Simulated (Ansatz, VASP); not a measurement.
**One calculation of Nb, two programs**

```
CELL_PARAMETERS angstrom
0.00000 2.11235 2.11235
2.11235 0.00000 2.11235
2.11235 2.11235 0.00000
ATOMIC_POSITIONS crystal
Nb 0.00000 0.00000 0.00000
```

Alike in both runs: functional PBE; k mesh 17 × 17 × 17; occupations fermi-dirac, width 0.05 eV; no spin polarisation.

Ansatz relaxed the structure, and its values are those at the end. VASP's run is a single point on that final structure, the one shown.

```csv
,VASP,Ansatz
version,VASP 6.6.1,Ansatz 0.2.0
potentials or method,"VASP PAW PBE potentials, release 64 (Nb_sv), cutoff 520 eV","all-electron LAPW, non-relativistic"
```

Ansatz gave:

* pressure (GPa): 0.0

Question: Estimate VASP's values.

Answer: Pressure (GPa): -1.0.

Ansatz ran all-electron here, so the differences hold the error of VASP's frozen core and of both bases.
